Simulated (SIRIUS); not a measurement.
# TiCo (Pm-3m) in SIRIUS: notebook

Runs on TiCo. Level: PBE. Tasks: band structure.

Program: SIRIUS 7.12.0. These are calculated values, not measurements. Logs are shortened: lines on timing, memory, paths and dates and some standing lists are left out, and cuts for length are marked. The log counts tension as positive stress, the text compression.

## (1) The crystal as given

The structure is cubic, space group Pm-3m (No. 221). Conventional cell: a = 2.986 Å, b = 2.986 Å, c = 2.986 Å, α = 90.00°, β = 90.00°, γ = 90.00°. Co (site symmetry m-3m) is surrounded by 8 Ti at 2.59 Å. Around Ti (site symmetry m-3m) lie 8 Co at 2.59 Å.

The cell comes from a database or a generator and needn't be the stable form of this composition.

## (2) Band structure, PBE, collinear spin, ferromagnetic start

sirius.json reads:

```json
{
  "control": {
    "processing_unit": "cpu",
    "std_evp_solver_name": "lapack",
    "gen_evp_solver_name": "lapack",
    "verbosity": 2,
    "print_forces": true,
    "ortho_rf": true,
    "use_second_variation": true,
    "rmt_max": 3.0,
    "num_bands_to_print": 24,
    "save_wf": true
  },
  "parameters": {
    "electronic_structure_method": "full_potential_lapwlo",
    "xc_functionals": ["XC_GGA_X_PBE", "XC_GGA_C_PBE"],
    "core_relativity": "dirac",
    "valence_relativity": "iora",
    "num_fv_states": 30,
    "smearing": "fermi_dirac",
    "smearing_width": 0.0018374661,
    "pw_cutoff": 20,
    "gk_cutoff": 3.67,
    "lmax_apw": 10,
    "lmax_rho": 8,
    "lmax_pot": 8,
    "num_mag_dims": 1,
    "auto_rmt": 0,
    "ngridk": [9, 9, 9],
    "shiftk": [0, 0, 0],
    "num_dft_iter": 80,
    "energy_tol": 1e-07,
    "density_tol": 1e-05,
    "use_symmetry": true
  },
  "settings": {"tol_ne": 1e-10},
  "iterative_solver": {"type": "exact"},
  "mixer": {"type": "anderson", "beta": 0.4, "max_history": 8},
  "unit_cell": {
    "lattice_vectors": [[5.6429319488, 0.0, 0.0], [0.0, 5.6429319488, 0.0], [0.0, 0.0, 5.6429319488]],
    "atom_types": ["Co", "Ti"],
    "atom_files": {"Co": "Co.json", "Ti": "Ti.json"},
    "atoms": {"Co": [[0.5, 0.5, 0.5, 0.0, 0.0, 2.0]], "Ti": [[0.0, 0.0, 0.0, 0.0, 0.0, 1.0]]}
  }
}
```

Co.json reads:

```json
{
  "name": "cobalt",
  "symbol": "Co",
  "number": 27,
  "mass": 58.933195,
  "rmin": 1e-06,
  "rmt": 2.4,
  "nrmt": 800,
  "rinf": 15.25,
  "core": "1s2s2p",
  "valence": [
    {"basis": [{"enu": 0.11, "dme": 0, "n": 0, "auto": 0}, {"enu": 0.11, "dme": 1, "n": 0, "auto": 0}]},
    {"l": 0, "n": 1, "basis": [{"enu": 0.21, "dme": 0, "n": 0, "auto": 0}]},
    {"l": 1, "n": 2, "basis": [{"enu": 0.21, "dme": 0, "n": 0, "auto": 0}]},
    {"l": 2, "n": 3, "basis": [{"enu": 0.2082, "dme": 0, "n": 0, "auto": 0}]},
    {"l": 3, "n": 4, "basis": [{"enu": 0.21, "dme": 0, "n": 0, "auto": 0}]}
  ],
  "lo": [
    {"l": 0, "basis": [{"enu": 0.21, "dme": 0, "n": 0, "auto": 0}, {"enu": 0.21, "dme": 1, "n": 0, "auto": 0}]},
    {
      "l": 0,
      "basis": [{"enu": -3.3175, "dme": 0, "n": 3, "auto": 1}, {"enu": -3.3175, "dme": 1, "n": 3, "auto": 1}]
    },
    {
      "l": 0,
      "basis": [{"enu": -3.3175, "dme": 1, "n": 3, "auto": 1}, {"enu": 0.21, "dme": 0, "n": 0, "auto": 0}]
    },
    {"l": 0, "basis": [{"enu": 0.21, "dme": 0, "n": 0, "auto": 0}, {"enu": 2.9878, "dme": 0, "n": 0, "auto": 0}]},
    {"l": 1, "basis": [{"enu": 0.21, "dme": 0, "n": 0, "auto": 0}, {"enu": 0.21, "dme": 1, "n": 0, "auto": 0}]},
    {
      "l": 1,
      "basis": [{"enu": -1.9871, "dme": 0, "n": 3, "auto": 1}, {"enu": -1.9871, "dme": 1, "n": 3, "auto": 1}]
    },
    {
      "l": 1,
      "basis": [{"enu": -1.9871, "dme": 1, "n": 3, "auto": 1}, {"enu": 0.21, "dme": 0, "n": 0, "auto": 0}]
    },
    {"l": 1, "basis": [{"enu": 0.21, "dme": 0, "n": 0, "auto": 0}, {"enu": 3.4044, "dme": 0, "n": 0, "auto": 0}]},
    {
      "l": 2,
      "basis": [{"enu": 0.2082, "dme": 0, "n": 0, "auto": 0}, {"enu": 0.2082, "dme": 1, "n": 0, "auto": 0}]
    },
    {
      "l": 2,
      "basis": [{"enu": 0.2082, "dme": 1, "n": 0, "auto": 0}, {"enu": 0.2082, "dme": 2, "n": 0, "auto": 0}]
    },
    {
      "l": 2,
      "basis": [{"enu": 0.2082, "dme": 0, "n": 0, "auto": 0}, {"enu": 2.9165, "dme": 0, "n": 0, "auto": 0}]
    },
    {"l": 3, "basis": [{"enu": 0.21, "dme": 0, "n": 0, "auto": 0}, {"enu": 0.21, "dme": 1, "n": 0, "auto": 0}]},
    {"l": 3, "basis": [{"enu": 0.21, "dme": 0, "n": 0, "auto": 0}, {"enu": 3.2308, "dme": 0, "n": 0, "auto": 0}]}
  ],
  "free_atom": [... radial grid and density of the free atom, the start of the SCF ...]
}
```

Ti.json reads:

```json
{
  "name": "titanium",
  "symbol": "Ti",
  "number": 22,
  "mass": 47.867,
  "rmin": 1e-06,
  "rmt": 2.4,
  "nrmt": 800,
  "rinf": 17.51,
  "core": "1s2s2p",
  "valence": [
    {"basis": [{"enu": 0.11, "dme": 0, "n": 0, "auto": 0}, {"enu": 0.11, "dme": 1, "n": 0, "auto": 0}]},
    {"l": 0, "n": 1, "basis": [{"enu": 0.21, "dme": 0, "n": 0, "auto": 0}]},
    {"l": 1, "n": 2, "basis": [{"enu": 0.21, "dme": 0, "n": 0, "auto": 0}]},
    {"l": 2, "n": 3, "basis": [{"enu": 0.21, "dme": 0, "n": 0, "auto": 0}]},
    {"l": 3, "n": 4, "basis": [{"enu": 0.21, "dme": 0, "n": 0, "auto": 0}]}
  ],
  "lo": [
    {"l": 0, "basis": [{"enu": 0.21, "dme": 0, "n": 0, "auto": 0}, {"enu": 0.21, "dme": 1, "n": 0, "auto": 0}]},
    {
      "l": 0,
      "basis": [{"enu": -1.9103, "dme": 0, "n": 3, "auto": 1}, {"enu": -1.9103, "dme": 1, "n": 3, "auto": 1}]
    },
    {
      "l": 0,
      "basis": [{"enu": -1.9103, "dme": 1, "n": 3, "auto": 1}, {"enu": 0.21, "dme": 0, "n": 0, "auto": 0}]
    },
    {"l": 0, "basis": [{"enu": 0.21, "dme": 0, "n": 0, "auto": 0}, {"enu": 2.9878, "dme": 0, "n": 0, "auto": 0}]},
    {"l": 1, "basis": [{"enu": 0.21, "dme": 0, "n": 0, "auto": 0}, {"enu": 0.21, "dme": 1, "n": 0, "auto": 0}]},
    {
      "l": 1,
      "basis": [{"enu": -1.0503, "dme": 0, "n": 3, "auto": 1}, {"enu": -1.0503, "dme": 1, "n": 3, "auto": 1}]
    },
    {
      "l": 1,
      "basis": [{"enu": -1.0503, "dme": 1, "n": 3, "auto": 1}, {"enu": 0.21, "dme": 0, "n": 0, "auto": 0}]
    },
    {"l": 1, "basis": [{"enu": 0.21, "dme": 0, "n": 0, "auto": 0}, {"enu": 3.4044, "dme": 0, "n": 0, "auto": 0}]},
    {"l": 2, "basis": [{"enu": 0.21, "dme": 0, "n": 0, "auto": 0}, {"enu": 0.21, "dme": 1, "n": 0, "auto": 0}]},
    {"l": 2, "basis": [{"enu": 0.21, "dme": 1, "n": 0, "auto": 0}, {"enu": 0.21, "dme": 2, "n": 0, "auto": 0}]},
    {"l": 2, "basis": [{"enu": 0.21, "dme": 0, "n": 0, "auto": 0}, {"enu": 2.9183, "dme": 0, "n": 0, "auto": 0}]},
    {"l": 3, "basis": [{"enu": 0.21, "dme": 0, "n": 0, "auto": 0}, {"enu": 0.21, "dme": 1, "n": 0, "auto": 0}]},
    {"l": 3, "basis": [{"enu": 0.21, "dme": 0, "n": 0, "auto": 0}, {"enu": 3.2308, "dme": 0, "n": 0, "auto": 0}]}
  ],
  "free_atom": [... radial grid and density of the free atom, the start of the SCF ...]
}
```

sirius_start.json reads:

```json
{
  "control": {
    "processing_unit": "cpu",
    "std_evp_solver_name": "lapack",
    "gen_evp_solver_name": "lapack",
    "verbosity": 1,
    "print_forces": false,
    "ortho_rf": true,
    "use_second_variation": true,
    "rmt_max": 3.0,
    "num_bands_to_print": 24,
    "save_wf": false
  },
  "parameters": {
    "electronic_structure_method": "full_potential_lapwlo",
    "xc_functionals": ["XC_LDA_X", "XC_LDA_C_PW"],
    "core_relativity": "dirac",
    "valence_relativity": "iora",
    "num_fv_states": 30,
    "smearing": "fermi_dirac",
    "smearing_width": 0.0055123983,
    "pw_cutoff": 20,
    "gk_cutoff": 2.93,
    "lmax_apw": 10,
    "lmax_rho": 8,
    "lmax_pot": 8,
    "num_mag_dims": 1,
    "auto_rmt": 0,
    "ngridk": [4, 4, 4],
    "shiftk": [0, 0, 0],
    "num_dft_iter": 30,
    "energy_tol": 0.01,
    "density_tol": 0.05,
    "use_symmetry": true
  },
  "settings": {"tol_ne": 1e-10},
  "iterative_solver": {"type": "exact"},
  "mixer": {"type": "anderson", "beta": 0.4, "max_history": 8},
  "unit_cell": {
    "lattice_vectors": [[5.6429319488, 0.0, 0.0], [0.0, 5.6429319488, 0.0], [0.0, 0.0, 5.6429319488]],
    "atom_types": ["Co", "Ti"],
    "atom_files": {"Co": "Co.json", "Ti": "Ti.json"},
    "atoms": {"Co": [[0.5, 0.5, 0.5, 0.0, 0.0, 2.0]], "Ti": [[0.0, 0.0, 0.0, 0.0, 0.0, 1.0]]}
  }
}
```

sirius_bands.json reads:

```json
{
  "control": {
    "processing_unit": "cpu",
    "std_evp_solver_name": "lapack",
    "gen_evp_solver_name": "lapack",
    "verbosity": 2,
    "print_forces": true,
    "ortho_rf": true,
    "use_second_variation": true,
    "rmt_max": 3.0,
    "num_bands_to_print": 24,
    "save_wf": true
  },
  "parameters": {
    "electronic_structure_method": "full_potential_lapwlo",
    "xc_functionals": ["XC_GGA_X_PBE", "XC_GGA_C_PBE"],
    "core_relativity": "dirac",
    "valence_relativity": "iora",
    "num_fv_states": 30,
    "smearing": "fermi_dirac",
    "smearing_width": 0.0018374661,
    "pw_cutoff": 20,
    "gk_cutoff": 3.67,
    "lmax_apw": 10,
    "lmax_rho": 8,
    "lmax_pot": 8,
    "num_mag_dims": 1,
    "auto_rmt": 0,
    "ngridk": [9, 9, 9],
    "shiftk": [0, 0, 0],
    "num_dft_iter": 80,
    "energy_tol": 1e-07,
    "density_tol": 1e-05,
    "use_symmetry": true
  },
  "settings": {"tol_ne": 1e-10},
  "iterative_solver": {"type": "exact"},
  "mixer": {"type": "anderson", "beta": 0.4, "max_history": 8},
  "unit_cell": {
    "lattice_vectors": [[5.6429319488, 0.0, 0.0], [0.0, 5.6429319488, 0.0], [0.0, 0.0, 5.6429319488]],
    "atom_types": ["Co", "Ti"],
    "atom_files": {"Co": "Co.json", "Ti": "Ti.json"},
    "atoms": {"Co": [[0.5, 0.5, 0.5, 0.0, 0.0, 2.0]], "Ti": [[0.0, 0.0, 0.0, 0.0, 0.0, 1.0]]}
  },
  "kpoints_rel": {"G": [0.0, 0.0, 0.0], "M": [0.5, 0.5, 0.0], "R": [0.5, 0.5, 0.5], "X": [0.0, 0.5, 0.0]},
  "kpoints_path": ["G", "X", "M", "G", "R", "X"]
}
```

Potentials or basis: all-electron FP-LAPW, apw+lo standard.

Run with:

```sh
$ OMP_NUM_THREADS=1 sirius.scf --input=sirius_start.json --output=start.json
$ OMP_NUM_THREADS=1 sirius.scf --input=sirius.json --output=output.json --task=1
$ OMP_NUM_THREADS=1 sirius.scf --input=sirius_bands.json --output=bands_out.json --task=2
```

Standard output:

```text
[info] SIRIUS version : 7.12.0
[info] number of MPI ranks           : 1
[info] MPI grid                      : 1 1
[info] maximum number of OMP threads : 1
[fft] FFT context for density and potential
[fft] =====================================
[fft]   plane wave cutoff                     : 20
[fft]   grid size                             : 40 40 40   total : 64000
[fft]   grid limits                           : -19 20   -19 20   -19 20
[fft]   number of G-vectors within the cutoff : 24207
[fft]   number of G-shells                    : 669
[fft] FFT context for coarse grid
[fft] =====================================
[fft]   plane wave cutoff                     : 7.34
[fft]   grid size                             : 16 16 16   total : 4096
[fft]   grid limits                           : -7 8   -7 8   -7 8
[fft]   number of G-vectors within the cutoff : 1213
[fft]   number of G-shells                    : 51
[unit cell] lattice vectors
[unit cell]   a1 :       5.6429319488      0.0000000000      0.0000000000
[unit cell]   a2 :       0.0000000000      5.6429319488      0.0000000000
[unit cell]   a3 :       0.0000000000      0.0000000000      5.6429319488
[unit cell] reciprocal lattice vectors
[unit cell]   b1 :       1.1134611163      0.0000000000      0.0000000000
[unit cell]   b2 :       0.0000000000      1.1134611163      0.0000000000
[unit cell]   b3 :       0.0000000000      0.0000000000      1.1134611163
[unit cell] unit cell volume :       179.68608183 [a.u.^3]
[unit cell] 1/sqrt(omega)    :         0.07460068
[unit cell] MT volume        :       115.81167158 (64.45%)
[unit cell] IT volume        :        63.87441025 (35.55%)
[unit cell] number of atom types : 2
[unit cell] type id : 0 symbol : Co mt_radius :   2.400000 num_atoms : 1
[unit cell] type id : 1 symbol : Ti mt_radius :   2.400000 num_atoms : 1
[unit cell] total number of atoms : 2
[... 461 lines left out ...]
[find] kinetic energy                 :    2275.84791087
[find] enuc                           :   -2698.88133129
[find] <rho|V^{XC}>                   :    -132.16663814
[find] <rho|E^{XC}>                   :    -101.89044816
[find] <mag|B^{XC}>                   :      -0.02224299
[find] <rho|V^{H}>                    :   -3444.80561426
[find] smearing (-TS)                 :      -0.00063454
[find] SCF correction                 :       0.00000882
[find] Total energy                   :   -2247.32666689 (Ha),   -4494.65333378 (Ry)
[find] Free energy (E-TS)             :   -2247.32730143 (Ha),   -4494.65460287 (Ry)
[find] band gap (eV)                  :       0.00000000
[find] Efermi                         :       0.32411829
[find] iteration : 15, RMS (target) : 2.3652e-06 (1.0000e-05) , energy difference (target) : -2.4491e-08 (1.0000e-07)
[find] converged after 16 SCF iterations!
Warning in function "check_num_electrons" at src/density/density.cpp:1179
wrong number of electrons
  obtained value : 49
  target value : 49
  difference : 1.36881e-05
  total core leakage : 5.96825e-10
    atom class : 0, core leakage : 2.12062e-13
    atom class : 1, core leakage : 5.96612e-10
[find] Charges and magnetic moments
[find] --------------------------------------------------------------------------------
[find] atom      charge    core leakage                 moment                |moment|
[find] --------------------------------------------------------------------------------
[find]    0   26.371024    2.120624e-13  [  0.00000,   0.00000,   0.88780]    0.887798
[find]    1   20.440515    5.966125e-10  [  0.00000,   0.00000,  -0.03451]    0.034505
[find] total core leakage    : 5.96824525e-10
[find] interstitial charge   : 2.188474
[find] interstitial moment   : [  0.00000,   0.00000,  -0.05194], magnitude : 0.051935
[find] total charge          : 49.000014
[find] total moment          : [  0.00000,   0.00000,   0.80136], magnitude : 0.801357
[find] Energy
[find] --------------------------------------------------------------------------------
[find] valence_eval_sum               :     -23.24897694
[find] core_eval_sum                  :   -1277.89760757
[find] kinetic energy                 :    2275.84791087
[find] enuc                           :   -2698.88133129
[find] <rho|V^{XC}>                   :    -132.16663814
[find] <rho|E^{XC}>                   :    -101.89044816
[find] <mag|B^{XC}>                   :      -0.02224299
[find] <rho|V^{H}>                    :   -3444.80561426
[find] smearing (-TS)                 :      -0.00063454
[find] SCF correction                 :       0.00000882
[find] Total energy                   :   -2247.32666689 (Ha),   -4494.65333378 (Ry)
[find] Free energy (E-TS)             :   -2247.32730143 (Ha),   -4494.65460287 (Ry)
[find] band gap (eV)                  :       0.00000000
[find] Efermi                         :       0.32411829
[ground_state]
[ground_state] ==== total Forces in Ha/bohr =====
[ground_state] atom:    0, force:       0.0000000      0.0000000      0.0000000
[ground_state] atom:    1, force:       0.0000000      0.0000000      0.0000000
[ground_state] ==== contribution from density =====
[ground_state] atom:    0, force:       0.0000000      0.0000000      0.0000000
[ground_state] atom:    1, force:       0.0000000      0.0000000      0.0000000
[ground_state] ==== contribution from Hartree potential =====
[ground_state] atom:    0, force:       0.0000000      0.0000000      0.0000000
[ground_state] atom:    1, force:       0.0000000      0.0000000      0.0000000
[ground_state] ==== contribution from IBS =====
[ground_state] atom:    0, force:       0.0000000      0.0000000      0.0000000
[ground_state] atom:    1, force:       0.0000000      0.0000000      0.0000000
```

Run time: 100 s. Hardware: 1 thread of Arm Neoverse V2, shared host; peak memory 0.59 GiB.

Results:

```yaml
Free_energy: -61152.8912 eV
Band_gap_along_the_path: none (metal or under the smearing width)
Net_moment: 0.80 μB per cell
Site_moments: Co +0.89; Ti -0.03 μB
All_electrons_inside_the_program's_atomic_spheres: Co 26.37; Ti 20.44 (radii Co 2.4, Ti 2.4 bohr)
```

Levels at the corners of the path, in eV from the Fermi level:
Spin up:
```
point  band 11  band 12  band 13  band 14  band 15  band 16  band 17  band 18  band 19  band 20
    Γ    -4.19    -1.87    -1.87    -1.87     0.48     0.48     2.67     2.67     2.67     8.84
    X    -3.08    -1.98    -1.98    -1.51    -0.72    -0.60     0.64     0.64     2.22     3.88
    M    -2.73    -2.73    -1.46    -0.77     0.56     0.56     1.10     2.45     2.45     3.11
    Γ    -4.19    -1.87    -1.87    -1.87     0.48     0.48     2.67     2.67     2.67     8.84
    R    -2.80    -2.13    -2.13    -2.13    -1.44    -1.44     3.18     3.18     6.83     8.27
    X    -3.08    -1.98    -1.98    -1.51    -0.72    -0.60     0.64     0.64     2.22     3.88
```
Spin down:
```csv
point,band 10,band 11,band 12,band 13,band 14,band 15,band 16,band 17,band 18,band 19
Γ,-3.56,-3.56,-1.35,-1.35,-1.35,1.00,1.00,2.76,2.76,2.76
X,-3.84,-1.93,-1.43,-1.43,-0.92,-0.83,0.54,0.64,0.64,2.23
M,-3.73,-2.33,-2.33,-0.05,0.25,0.54,0.54,1.25,2.62,2.62
Γ,-3.56,-3.56,-1.35,-1.35,-1.35,1.00,1.00,2.76,2.76,2.76
R,-2.36,-2.36,-2.13,-2.13,-2.13,-0.02,-0.02,3.12,3.12,7.11
X,-3.84,-1.93,-1.43,-1.43,-0.92,-0.83,0.54,0.64,0.64,2.23
```

(Continued in part 2 of 2.)
